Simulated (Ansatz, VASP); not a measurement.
**One calculation of Rh, two programs**

The input INCAR:

```
SYSTEM = Rh
ALGO = Normal ; EDIFF = 1E-6
ENCUT = 520 ; GGA = PE
ISIF = 2 ; ISMEAR = -1
LASPH = .TRUE. ; LCHARG = .FALSE.
LREAL = .FALSE. ; LWAVE = .FALSE.
NBANDS = 30 ; NELM = 100
PREC = Accurate ; SIGMA = 0.08
```

The input KPOINTS:

```
k-points
0
G
  8 8 11
  0 0 0
```

File POSCAR:

```
Rh
1.0
    4.3405629463      0.0000000000      0.0000000000
   -2.1702814731      3.7590377782      0.0000000000
    0.0000000000      0.0000000000      2.6576837770
Rh
3
Direct
    0.0000000000      0.0000000000      0.0000000000
    0.3333333333      0.6666666667      0.5000000000
    0.6666666667      0.3333333333      0.5000000000
```

Input for Ansatz:

```yaml
crystal:
  lattice:
    - [4.3405629463, 0.0, 0.0]
    - [-2.1702814731, 3.7590377782, 0.0]
    - [0.0, 0.0, 2.657683777]
  atoms:
    - { symbol: Rh, position: [0.0, 0.0, 0.0] }
    - { symbol: Rh, position: [0.3333333333, 0.6666666667, 0.5] }
    - { symbol: Rh, position: [0.6666666667, 0.3333333333, 0.5] }
kpoints:
  mp_grid: { grid: [8, 8, 11] }
  band_path:
    path:
      - [0.0, 0.0, 0.0]
      - [0.5, 0.0, 0.0]
      - [0.3333333333, 0.3333333333, 0.0]
      - [0.0, 0.0, 0.0]
      - [0.0, 0.0, 0.5]
      - [0.5, 0.0, 0.5]
      - [0.3333333333, 0.3333333333, 0.5]
      - [0.0, 0.0, 0.5]
      - [0.5, 0.0, 0.5]
    npoints: 14
scf:
  occupations: { method: fermi_dirac, width: 0.08 }
hamiltonian:
  xc: pbe
  pseudopotentials: { kind: all_electron, lapw: { basis_error: 0.001 } }
output:
  forces: true
  stress: true
  eigenvalues: true
  populations: true
  dos: { projected: true, de: 0.2, e_range: [-14, 8] }
```

This isn't the form of Rh at room conditions, which is fcc.

Alike in both runs: task single point; functional PBE; k mesh 8 × 8 × 11; occupations fermi-dirac, width 0.08 eV; no spin polarisation.

```csv
,VASP,Ansatz
version,VASP 6.6.1,Ansatz 0.2.0
potentials or method,"VASP PAW PBE potentials, release 64 (Rh_pv)","all-electron LAPW, scalar-relativistic"
plane-wave cutoff (eV),520,see its input
```

Ansatz gave:

| Property | Result |
| --- | --- |
| pressure (GPa) | -0.1 |

Q: Estimate VASP's values.

A: Pressure (GPa): 0.0.

Ansatz ran all-electron here, so the differences hold the error of VASP's frozen core and of both bases.
